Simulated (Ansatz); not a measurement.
**Thermal properties of LiF from its phonons**

All numbers below come from DFT PBE, scalar-relativistic, plane waves, PAW (Ansatz 0.2.0). Plane waves to 420 eV; Γ-centred k mesh 4×6×6; fixed occupations. No spin polarisation. Phonons by linear response, acoustic sum rule imposed.

Equilibrium structure at this level:
```xyz
12
Lattice="5.5922 0.0000 0.0000 0.0000 4.8661 2.4224 0.0000 -4.8661 2.4224" Properties=species:S:1:pos:R:3 pbc="T T T"
Li    1.8965   -0.9116    3.3688
Li    3.6958    0.9116    3.3688
Li    1.8965    0.9116    0.9464
Li    3.6958   -0.9116    0.9464
Li    4.7115   -2.4331    3.3677
Li    0.8807    2.4331    3.3677
F     3.7688   -0.9155    3.8992
F     1.8234    0.9155    3.8992
F     3.7688    0.9155    1.4768
F     1.8234   -0.9155    1.4768
F     0.9336    2.4331    1.4754
F     4.6586   -2.4331    1.4754
```

The structure comes from a generated guess, relaxed at this level; another structure or a mixture of phases may lie lower. The q mesh is coarse, so values between its points are rough.

Force constants from linear response on a 1×2×2 q mesh, interpolated to a fine mesh.

Phonon density of states, in bins of 10 cm⁻¹:
```json
{"bin centre (cm⁻¹)": "5", "share of modes (%)": "0.0"}
{"bin centre (cm⁻¹)": "15", "share of modes (%)": "0.0"}
{"bin centre (cm⁻¹)": "25", "share of modes (%)": "0.0"}
{"bin centre (cm⁻¹)": "35", "share of modes (%)": "0.1"}
{"bin centre (cm⁻¹)": "45", "share of modes (%)": "0.2"}
{"bin centre (cm⁻¹)": "55", "share of modes (%)": "0.2"}
{"bin centre (cm⁻¹)": "65", "share of modes (%)": "0.3"}
{"bin centre (cm⁻¹)": "75", "share of modes (%)": "0.5"}
{"bin centre (cm⁻¹)": "85", "share of modes (%)": "0.7"}
{"bin centre (cm⁻¹)": "95", "share of modes (%)": "1.4"}
{"bin centre (cm⁻¹)": "105", "share of modes (%)": "1.9"}
{"bin centre (cm⁻¹)": "115", "share of modes (%)": "1.8"}
{"bin centre (cm⁻¹)": "125", "share of modes (%)": "2.1"}
{"bin centre (cm⁻¹)": "135", "share of modes (%)": "1.9"}
{"bin centre (cm⁻¹)": "145", "share of modes (%)": "1.8"}
{"bin centre (cm⁻¹)": "155", "share of modes (%)": "2.2"}
{"bin centre (cm⁻¹)": "165", "share of modes (%)": "2.4"}
{"bin centre (cm⁻¹)": "175", "share of modes (%)": "2.3"}
{"bin centre (cm⁻¹)": "185", "share of modes (%)": "2.4"}
{"bin centre (cm⁻¹)": "195", "share of modes (%)": "2.4"}
{"bin centre (cm⁻¹)": "205", "share of modes (%)": "2.2"}
{"bin centre (cm⁻¹)": "215", "share of modes (%)": "1.8"}
{"bin centre (cm⁻¹)": "225", "share of modes (%)": "1.7"}
{"bin centre (cm⁻¹)": "235", "share of modes (%)": "1.8"}
{"bin centre (cm⁻¹)": "245", "share of modes (%)": "2.0"}
{"bin centre (cm⁻¹)": "255", "share of modes (%)": "2.0"}
{"bin centre (cm⁻¹)": "265", "share of modes (%)": "2.1"}
{"bin centre (cm⁻¹)": "275", "share of modes (%)": "1.8"}
{"bin centre (cm⁻¹)": "285", "share of modes (%)": "2.0"}
{"bin centre (cm⁻¹)": "295", "share of modes (%)": "1.4"}
{"bin centre (cm⁻¹)": "305", "share of modes (%)": "1.7"}
{"bin centre (cm⁻¹)": "315", "share of modes (%)": "2.0"}
{"bin centre (cm⁻¹)": "325", "share of modes (%)": "2.2"}
{"bin centre (cm⁻¹)": "335", "share of modes (%)": "2.1"}
{"bin centre (cm⁻¹)": "345", "share of modes (%)": "1.8"}
{"bin centre (cm⁻¹)": "355", "share of modes (%)": "2.3"}
{"bin centre (cm⁻¹)": "365", "share of modes (%)": "3.3"}
{"bin centre (cm⁻¹)": "375", "share of modes (%)": "2.1"}
{"bin centre (cm⁻¹)": "385", "share of modes (%)": "0.9"}
{"bin centre (cm⁻¹)": "395", "share of modes (%)": "0.9"}
{"bin centre (cm⁻¹)": "405", "share of modes (%)": "2.1"}
{"bin centre (cm⁻¹)": "415", "share of modes (%)": "4.8"}
{"bin centre (cm⁻¹)": "425", "share of modes (%)": "2.2"}
{"bin centre (cm⁻¹)": "435", "share of modes (%)": "1.7"}
{"bin centre (cm⁻¹)": "445", "share of modes (%)": "2.0"}
{"bin centre (cm⁻¹)": "455", "share of modes (%)": "3.1"}
{"bin centre (cm⁻¹)": "465", "share of modes (%)": "1.9"}
{"bin centre (cm⁻¹)": "475", "share of modes (%)": "2.6"}
{"bin centre (cm⁻¹)": "485", "share of modes (%)": "2.1"}
{"bin centre (cm⁻¹)": "495", "share of modes (%)": "1.1"}
{"bin centre (cm⁻¹)": "505", "share of modes (%)": "1.4"}
{"bin centre (cm⁻¹)": "515", "share of modes (%)": "1.3"}
{"bin centre (cm⁻¹)": "525", "share of modes (%)": "1.0"}
{"bin centre (cm⁻¹)": "535", "share of modes (%)": "0.6"}
{"bin centre (cm⁻¹)": "545", "share of modes (%)": "0.6"}
{"bin centre (cm⁻¹)": "555", "share of modes (%)": "0.7"}
{"bin centre (cm⁻¹)": "565", "share of modes (%)": "1.0"}
{"bin centre (cm⁻¹)": "575", "share of modes (%)": "1.4"}
{"bin centre (cm⁻¹)": "585", "share of modes (%)": "2.3"}
{"bin centre (cm⁻¹)": "595", "share of modes (%)": "1.3"}
{"bin centre (cm⁻¹)": "605", "share of modes (%)": "0.9"}
{"bin centre (cm⁻¹)": "615", "share of modes (%)": "0.6"}
{"bin centre (cm⁻¹)": "625", "share of modes (%)": "0.3"}
{"bin centre (cm⁻¹)": "635", "share of modes (%)": "0.2"}
{"bin centre (cm⁻¹)": "645", "share of modes (%)": "0.1"}
{"bin centre (cm⁻¹)": "655", "share of modes (%)": "0.0"}
{"bin centre (cm⁻¹)": "665", "share of modes (%)": "0.0"}
```

**Question.** Give the zero-point energy per atom.

**Answer.** 61.5 meV.

**Question.** How large are the vibrational entropy and heat capacity at 300 K?

**Answer.** S = 2.32 k_B and C_V = 2.39 k_B per atom, 80 % of the Dulong–Petit value.

**Question.** Tabulate them against temperature.

**Answer.**
| T (K) | F_vib (meV/atom) | S (k_B/atom) | C_V (k_B/atom) |
| --- | --- | --- | --- |
| 100 | 60.2 | 0.48 | 0.90 |
| 200 | 51.9 | 1.44 | 1.91 |
| 300 | 35.6 | 2.32 | 2.39 |
| 400 | 12.4 | 3.05 | 2.63 |
| 500 | -16.6 | 3.65 | 2.75 |
| 600 | -50.2 | 4.16 | 2.82 |
| 700 | -88.0 | 4.59 | 2.87 |
| 800 | -129.3 | 4.98 | 2.90 |
| 900 | -173.7 | 5.32 | 2.92 |
| 1000 | -220.9 | 5.63 | 2.93 |
